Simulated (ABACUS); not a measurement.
**MgSe in ABACUS: the effect of functional**

The system is MgSe.

```
Se Mg
1.0
     0.00000    2.72550    2.72550
     2.72550    0.00000    2.72550
     2.72550    2.72550    0.00000
Se Mg
1 1
Cartesian
  2.7255 2.7255 2.7255
  0.0000 0.0000 0.0000
```

Alike in all runs:

* Program: ABACUS 3.10.1
* Task: equation of state
* Potentials or basis: SG15 ONCV 1.2 PBE
* Cutoff: 1184 eV
* Density cutoff: 4735 eV
* Basis: plane waves
* k mesh: 6 × 6 × 6
* Occupations: fermi-dirac, width 0.05 eV
* Spin: no spin polarisation

```csv
functional,V0 of scaled cells (Å³/atom),B0 (GPa)
LDA,?,?
PBE,20.89,61
PBEsol,20.51,64
PW91,20.95,61
WC,20.63,64
SCAN,20.58,67
TPSS,20.89,65
```

Task: What does the run with functional LDA give?

Result: V0 of scaled cells 19.93 Å³/atom; B0 68 GPa.

Caveats: the potentials were made for another functional, which shifts forces and pressure (some runs).
